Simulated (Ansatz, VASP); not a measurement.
# Cross-check of AlGaN2 (alpha-NaFeO2 type (invented)) between VASP and Ansatz

Aim: how closely do two programs agree when they are given the same cell, functional and k mesh? The cell is generated by rule, not measured, and may not be a known phase. The cell is taken from a series of runs on this material, whose earlier steps may have relaxed, scaled, displaced or heated it; both programs get it as it stands.

Main program and level: Ansatz 0.2.0; plane waves, with VASP 6.6.1 beside it; zone-centre phonons at PBEsol.

## Step 1: Starting point

It takes space group R-3m (No. 166, trigonal). Conventional cell: a = 2.924 Å, b = 2.924 Å, c = 14.326 Å, α = 90.00°, β = 90.00°, γ = 120.00°. Nearest to Al lie 6 N at 2.04 Å. Nearest to Ga lie 6 N at 2.10 Å. Nearest to N lie 3 Al at 2.04 Å and 3 Ga at 2.10 Å. Farther neighbours and most contacts between anions are not listed.

As a file:

```cif
data_structure
_symmetry_space_group_name_H-M 'P 1'
_symmetry_Int_Tables_number 1
_cell_length_a 5.0651
_cell_length_b 5.0651
_cell_length_c 5.0651
_cell_angle_alpha 33.557
_cell_angle_beta 33.557
_cell_angle_gamma 33.557
_cell_volume 35.37
loop_
_atom_site_label
_atom_site_type_symbol
_atom_site_fract_x
_atom_site_fract_y
_atom_site_fract_z
_atom_site_occupancy
Al1 Al 0.00000 0.00000 0.00000 1
Ga2 Ga 0.50000 0.50000 0.50000 1
N3 N 0.25340 0.25340 0.25340 1
N4 N 0.74660 0.74660 0.74660 1
```

## Step 2: VASP: zone-centre phonons, PBEsol

Second derivatives magnify differences that forces hide, and they need a tight electronic threshold.

Lines of VASP's logs that name or quote its potential files are left out, and so is its time.

File INCAR:

```
SYSTEM = AlGaN2
PREC = Accurate
ENCUT = 600
EDIFF = 1E-08
NELM = 120
ISMEAR = -1
SIGMA = 0.05
LREAL = .FALSE.
ALGO = Normal
GGA = PS
NELECT = 25.6
NBANDS = 18
LORBIT = 11
LWAVE = .FALSE.
LCHARG = .FALSE.
ISIF = 2
IBRION = 8
LASPH = .TRUE.
GGA_COMPAT = .FALSE.
KPAR = 2
```

File POSCAR:

```
AlGaN2
1.0
    1.4621514203      0.8441735161      4.7754313581
   -1.4621514203      0.8441735161      4.7754313581
    0.0000000000     -1.6883470322      4.7754313581
Al Ga N
1 1 2
Direct
    0.0000000000      0.0000000000      0.0000000000
    0.5000000000      0.5000000000      0.5000000000
    0.2534041607      0.2534041607      0.2534041607
    0.7465958393      0.7465958393      0.7465958393
```

File KPOINTS:

```
Automatic mesh
0
Gamma
12 12 12
0 0 0
```

PAW data sets: Al, Ga_d and N (PBE family, release 64).

Launch:

```console
$ mpirun -np 2 vasp_std
```

Numbers of over 12 decimals in the logs are rounded to 6 here.

The program printed:

```text
[banner, memory and clock lines left out]
running    2 mpi-ranks, on    1 nodes
 distrk:  each k-point on    1 cores,    2 groups
 distr:  one band on    1 cores,    1 groups

 POSCAR found type information on POSCAR AlGaN
 POSCAR found :  3 types and       4 ions
|                                                                             |
|               ----> ADVICE to this user running VASP <----                  |
|                                                                             |
|     You enforced a specific xc type in the INCAR file but a different       |
|     [... a line on the potential file left out ...]
|     I HOPE YOU KNOW WHAT YOU ARE DOING!                                     |
|                                                                             |

 LDA part: xc-table for (Slater+PW92), standard interpolation
 POSCAR, INCAR and KPOINTS ok, starting setup
 FFT: planning ... GRIDC
 FFT: planning ... GRID_SOFT
 FFT: planning ... GRID
 WAVECAR not read
 entering main loop
       N       E                     dE             d eps       ncg     rms          rms(c)
DAV:   1     0.181302507293E+03    0.18130E+03   -0.13235E+04  7080   0.232E+03
DAV:   2    -0.137585072046E+02   -0.19506E+03   -0.18744E+03  7604   0.464E+02
DAV:   3    -0.329819285376E+02   -0.19223E+02   -0.18901E+02  8046   0.126E+02
DAV:   4    -0.335679829710E+02   -0.58605E+00   -0.58172E+00  9332   0.219E+01
DAV:   5    -0.335757593856E+02   -0.77764E-02   -0.77704E-02  9120   0.249E+00BRMIX: very serious problems
 the old and the new charge density differ
 old charge density:    26.00000 new   25.60000
BRMIX: very serious problems
 the old and the new charge density differ
 old charge density:    26.00000 new   25.60000
    0.883E+00
DAV:   6    -0.310302086799E+02    0.25456E+01   -0.89604E+00 10918   0.564E+01    0.315E+00
DAV:   7    -0.310278263492E+02    0.23823E-02   -0.85364E-01  7860   0.840E+00    0.209E+00
DAV:   8    -0.310033575836E+02    0.24469E-01   -0.80395E-02  9718   0.419E+00    0.344E-01
DAV:   9    -0.309991270449E+02    0.42305E-02   -0.15707E-02 10862   0.270E+00    0.162E-01
DAV:  10    -0.309990835852E+02    0.43460E-04   -0.23243E-03  8672   0.525E-01    0.645E-02
DAV:  11    -0.309990857984E+02   -0.22132E-05   -0.15829E-04  9254   0.143E-01    0.176E-02
DAV:  12    -0.309990865718E+02   -0.77341E-06   -0.10873E-05 10390   0.781E-02    0.500E-03
DAV:  13    -0.309990866305E+02   -0.58696E-07   -0.15342E-06  9790   0.140E-02    0.263E-03
DAV:  14    -0.309990865009E+02    0.12959E-06   -0.12249E-07  8412   0.339E-03    0.806E-04
DAV:  15    -0.309990864684E+02    0.32537E-07   -0.14061E-08  5656   0.896E-04    0.161E-04
DAV:  16    -0.309990864703E+02   -0.19572E-08   -0.15271E-09  4476   0.640E-04
   1 F= -.30999086E+02 E0= -.30992258E+02  d E =-.136566E-01
 Linear response reoptimize wavefunctions to high precision
DAV:   1    -0.309990864676E+02    0.27244E-08   -0.36093E-10  4688   0.398E-04
DAV:   2    -0.309990864676E+02   -0.18190E-11   -0.16894E-10  4422   0.132E-04
 Linear response DOF=           6
 Linear response progress:
  Degree of freedom:   1/  6
       N       E                     dE             d eps       ncg     rms          rms(c)
RMM:   1    -0.590950816480E-02   -0.59095E-02   -0.46428E-03 40230   0.632E-01
RMM:   2    -0.511753720599E-02    0.79197E-03   -0.70287E-04 33345   0.214E-01    0.869E-02
RMM:   3    -0.504586135302E-02    0.71676E-04   -0.12078E-04 35573   0.789E-02    0.465E-02
RMM:   4    -0.508876079852E-02   -0.42899E-04   -0.60100E-05 34424   0.495E-02    0.667E-03
RMM:   5    -0.508828014578E-02    0.48065E-06   -0.33265E-06 36637   0.150E-02    0.277E-03
RMM:   6    -0.508644862766E-02    0.18315E-05   -0.23960E-07 35870   0.395E-03    0.129E-03
RMM:   7    -0.508490364416E-02    0.15450E-05   -0.24120E-08 36137   0.140E-03    0.156E-04
RMM:   8    -0.508505378780E-02   -0.15014E-06   -0.13232E-08 37422   0.470E-04    0.142E-04
RMM:   9    -0.508505010249E-02    0.36853E-08   -0.15113E-08 38096   0.195E-04    0.740E-05
 first order change of Fermi-energy   0.21982E-04
 force on displaced ion       1 direction 1 :  -6.951  -0.000  -0.000
 Linear response progress:
  Degree of freedom:   2/  6
       N       E                     dE             d eps       ncg     rms          rms(c)
RMM:   1    -0.218073539113E-01   -0.21807E-01    0.20763E-02 16795   0.159E+00
RMM:   2    -0.134739301815E-01    0.83334E-02   -0.50735E-03 12940   0.596E-01    0.246E-01
RMM:   3    -0.130848595877E-01    0.38907E-03   -0.62000E-03 13557   0.442E-01    0.197E-01
RMM:   4    -0.121552459430E-01    0.92961E-03   -0.12772E-03 13171   0.194E-01    0.355E-02
RMM:   5    -0.121600584213E-01   -0.48125E-05   -0.13211E-04 14131   0.673E-02    0.127E-02
RMM:   6    -0.121536027736E-01    0.64556E-05   -0.61625E-06 13772   0.192E-02    0.458E-03
RMM:   7    -0.121457284454E-01    0.78743E-05   -0.12954E-06 14276   0.773E-03    0.117E-03
RMM:   8    -0.121459007156E-01   -0.17227E-06   -0.50508E-08 14084   0.218E-03    0.507E-04
RMM:   9    -0.121461442028E-01   -0.24349E-06    0.83820E-09 15187   0.900E-04    0.134E-04
RMM:  10    -0.121461659278E-01   -0.21725E-07    0.41779E-08 14797   0.268E-04    0.502E-05
RMM:  11    -0.121461783807E-01   -0.12453E-07    0.98238E-08 15159   0.157E-04    0.125E-05
[...]
RMM:  11    -0.156978443788E+00    0.30144E-07   -0.63977E-07 39441   0.613E-04    0.603E-06
RMM:  12    -0.156978396767E+00    0.47021E-07   -0.33829E-07 40144   0.502E-04    0.388E-06
RMM:  13    -0.156978379110E+00    0.17657E-07   -0.37181E-07 40378   0.445E-04    0.738E-07
RMM:  14    -0.156978370896E+00    0.82140E-08   -0.22524E-07 40944   0.412E-04    0.468E-07
RMM:  15    -0.156978368658E+00    0.22380E-08   -0.23641E-07 40600   0.393E-04    0.782E-07
RMM:  16    -0.156978372350E+00   -0.36918E-08   -0.15971E-07 40477   0.383E-04    0.416E-07
RMM:  17    -0.156978368312E+00    0.40377E-08   -0.16951E-07 41455   0.376E-04    0.943E-07
RMM:  18    -0.156978372990E+00   -0.46782E-08   -0.10727E-07 41632   0.372E-04    0.488E-07
RMM:  19    -0.156978373802E+00   -0.81123E-09   -0.10852E-07 41045   0.369E-04    0.479E-07
RMM:  20    -0.156978373217E+00    0.58412E-09   -0.68638E-08 41365   0.367E-04    0.679E-07
 first order change of Fermi-energy  -0.15030E-04
 force on displaced ion       2 direction 1 :  -4.815  -0.000   0.000
 Linear response progress:
  Degree of freedom:   4/  6
       N       E                     dE             d eps       ncg     rms          rms(c)
RMM:   1    -0.181630658032E+00   -0.18163E+00    0.27303E-01  9109   0.914E+00
RMM:   2    -0.173380085212E+00    0.82506E-02   -0.37311E-02 12905   0.168E+00    0.148E-01
RMM:   3    -0.173237935092E+00    0.14215E-03   -0.51202E-03 13560   0.498E-01    0.850E-02
RMM:   4    -0.172924214148E+00    0.31372E-03   -0.48724E-04 14052   0.158E-01    0.305E-02
RMM:   5    -0.172600755673E+00    0.32346E-03   -0.83405E-05 14422   0.570E-02    0.892E-03
RMM:   6    -0.172511959046E+00    0.88797E-04   -0.12448E-05 14708   0.214E-02    0.234E-03
RMM:   7    -0.172516227885E+00   -0.42688E-05   -0.56802E-06 14517   0.786E-03    0.459E-04
RMM:   8    -0.172514412600E+00    0.18153E-05   -0.16306E-06 15172   0.310E-03    0.340E-04
RMM:   9    -0.172514299559E+00    0.11304E-06   -0.63751E-07 15051   0.142E-03    0.434E-05
RMM:  10    -0.172514272514E+00    0.27045E-07   -0.24890E-07 15598   0.768E-04    0.294E-05
RMM:  11    -0.172514188283E+00    0.84231E-07   -0.13180E-07 15585   0.521E-04    0.128E-05
RMM:  12    -0.172514136683E+00    0.51600E-07    0.50990E-08 15730   0.424E-04    0.606E-06
RMM:  13    -0.172514154023E+00   -0.17340E-07    0.15356E-07 15755   0.378E-04    0.321E-06
RMM:  14    -0.172514146503E+00    0.75203E-08    0.95813E-08 16231   0.355E-04    0.106E-06
 first order change of Fermi-energy   0.23275E-03
 force on displaced ion       2 direction 3 :   0.000   0.000 -14.519
 Linear response progress:
  Degree of freedom:   5/  6
       N       E                     dE             d eps       ncg     rms          rms(c)
RMM:   1    -0.231303600080E+00   -0.23130E+00    0.13511E-01 78880   0.331E+00
RMM:   2    -0.228299085862E+00    0.30045E-02   -0.80736E-03 58728   0.897E-01    0.148E-01
RMM:   3    -0.229459147212E+00   -0.11601E-02   -0.11377E-03 64008   0.281E-01    0.761E-02
RMM:   4    -0.231007077226E+00   -0.15479E-02   -0.46306E-04 62226   0.143E-01    0.186E-02
RMM:   5    -0.231042284248E+00   -0.35207E-04   -0.24584E-05 66993   0.401E-02    0.262E-03
RMM:   6    -0.231010535442E+00    0.31749E-04   -0.12471E-06 65491   0.101E-02    0.145E-03
RMM:   7    -0.231007507290E+00    0.30282E-05   -0.17629E-07 67609   0.288E-03    0.107E-03
RMM:   8    -0.231001330556E+00    0.61767E-05   -0.97815E-08 65711   0.136E-03    0.107E-04
RMM:   9    -0.231002289888E+00   -0.95933E-06   -0.89181E-08 68678   0.680E-04    0.661E-05
RMM:  10    -0.231001500857E+00    0.78903E-06   -0.88360E-08 69030   0.509E-04    0.635E-06
RMM:  11    -0.231001548671E+00   -0.47814E-07   -0.10932E-07 71235   0.463E-04    0.266E-06
RMM:  12    -0.231001527081E+00    0.21590E-07   -0.35859E-08 71518   0.447E-04    0.451E-07
RMM:  13    -0.231001525379E+00    0.17019E-08   -0.10177E-07 70497   0.445E-04    0.236E-07
RMM:  14    -0.231001524986E+00    0.39283E-09   -0.10449E-07 69053   0.446E-04    0.187E-07
RMM:  15    -0.231001524985E+00    0.10109E-11   -0.34112E-08 69172   0.447E-04    0.832E-08
 first order change of Fermi-energy  -0.62896E-04
 force on displaced ion       3 direction 1 :  -5.707   0.002  -0.000
 Linear response progress:
  Degree of freedom:   6/  6
       N       E                     dE             d eps       ncg     rms          rms(c)
RMM:   1    -0.250484486687E+00   -0.25048E+00    0.16454E-01 15765   0.342E+00
RMM:   2    -0.246974179765E+00    0.35103E-02   -0.10873E-02 13019   0.902E-01    0.148E-01
RMM:   3    -0.247696511043E+00   -0.72233E-03   -0.24064E-03 13753   0.368E-01    0.742E-02
RMM:   4    -0.248422513043E+00   -0.72600E-03   -0.55242E-04 14085   0.156E-01    0.432E-02
RMM:   5    -0.248687039932E+00   -0.26453E-03   -0.77459E-05 14281   0.617E-02    0.156E-02
RMM:   6    -0.248814511466E+00   -0.12747E-03   -0.13614E-05 13634   0.287E-02    0.397E-03
RMM:   7    -0.248845237832E+00   -0.30726E-04   -0.76826E-07 14573   0.971E-03    0.184E-03
RMM:   8    -0.248837997494E+00    0.72403E-05    0.63139E-08 14193   0.415E-03    0.536E-04
RMM:   9    -0.248839405662E+00   -0.14082E-05    0.23634E-07 14349   0.168E-03    0.253E-04
RMM:  10    -0.248837373620E+00    0.20320E-05    0.27641E-07 14779   0.782E-04    0.111E-04
RMM:  11    -0.248837773872E+00   -0.40025E-06    0.28203E-07 14722   0.577E-04    0.300E-05
RMM:  12    -0.248837721443E+00    0.52429E-07    0.29163E-07 14481   0.462E-04    0.980E-06
RMM:  13    -0.248837738449E+00   -0.17005E-07    0.28706E-07 15678   0.417E-04    0.322E-06
RMM:  14    -0.248837732692E+00    0.57570E-08    0.33620E-07 15554   0.409E-04    0.548E-07
RMM:  15    -0.248837730991E+00    0.17004E-08    0.31302E-07 15684   0.409E-04    0.802E-07
RMM:  16    -0.248837728842E+00    0.21495E-08    0.36922E-07 15422   0.411E-04    0.205E-07
RMM:  17    -0.248837727381E+00    0.14607E-08    0.30764E-07 15234   0.412E-04    0.702E-07
RMM:  18    -0.248837728702E+00   -0.13212E-08    0.36592E-07 15164   0.413E-04    0.188E-07
RMM:  19    -0.248837728263E+00    0.43904E-09    0.29166E-07 15339   0.414E-04    0.653E-07
RMM:  20    -0.248837727437E+00    0.82637E-09    0.37107E-07 15460   0.414E-04    0.147E-07
RMM:  21    -0.248837728503E+00   -0.10658E-08    0.26355E-07 15571   0.414E-04    0.637E-07
RMM:  22    -0.248837728079E+00    0.42394E-09    0.44652E-07 15656   0.415E-04    0.857E-08
 first order change of Fermi-energy  -0.12630E+00
 force on displaced ion       3 direction 3 :   0.000  -0.000 -13.945
 Linear response finished
```

(Part 1 of 2 ends here.)

[Lines on the potential files, build, host, timing and source positions are cut from VASP's logs without a mark.]

[Logs are printed without paths, hosts, clocks, repeated set-up lines and the standing remarks that a program may print on its own settings, such as how far it seeks lower states.]

[Hosts, paths, dates, database ids (printed as entryN), source tags and the programs' standing remarks are cut or masked in the printed files.]
